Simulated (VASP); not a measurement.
Wanted: the native input for a VASP 6.6.1 run.

| Property | Result |
| --- | --- |
| Task | single point |
| Functional | PBEsol |
| Potentials or basis | VASP PAW PBE potentials, release 64 (Ge_d) |
| Cutoff | 520 eV |
| k mesh | 9 × 9 × 9 |
| Occupations | fermi-dirac, width 0.05 eV |
| Spin | spin-orbit coupling, no magnetisation |
| Further INCAR settings | ALGO = Fast; EDIFF = 1e-06; NBANDS = 40 |

The structure of Ge lies in POSCAR:

```
Ge
1.0
    0.0000000000      2.8289100000      2.8289100000
    2.8289100000      0.0000000000      2.8289100000
    2.8289100000      2.8289100000      0.0000000000
Ge
2
Direct
    0.0000000000      0.0000000000      0.0000000000
    0.2500000000      0.2500000000      0.2500000000
```

The input as run:

INCAR

```
PREC = Accurate
ENCUT = 520
EDIFF = 1E-6
ISMEAR = -1
SIGMA = 0.05
LREAL = False
LASPH = True
NELM = 100
ALGO = Fast
ISIF = 2
LWAVE = False
LCHARG = True
MAGMOM = 0 0 0 0 0 0
LORBIT = 11
LSORBIT = True
GGA_COMPAT = False
GGA = PS
LVHAR = True
NBANDS = 40
KPAR = 4
```

KPOINTS

```
Automatic mesh
0
Gamma
  9 9 9
```

Potentials or basis: VASP PAW PBE potentials, release 64 (Ge_d).

Launch:

```sh
$ cat potpaw_PBE.64/Ge_d/POTCAR > POTCAR
$ mpirun -np 4 vasp_ncl > vasp.out
```

It gave:

The pressure is 0.6 GPa and the valence electrons inside the program's atomic spheres are Ge 12.41.

Caveat: the PAW data sets were made with another functional, which shifts forces and pressure a little.

It took 52 s on 4 MPI ranks on Intel(R) Xeon(R) Platinum 8259CL CPU @ 2.50GHz (Skylake/Cascade Lake) (shared host), peak memory 0.33 GiB a rank.
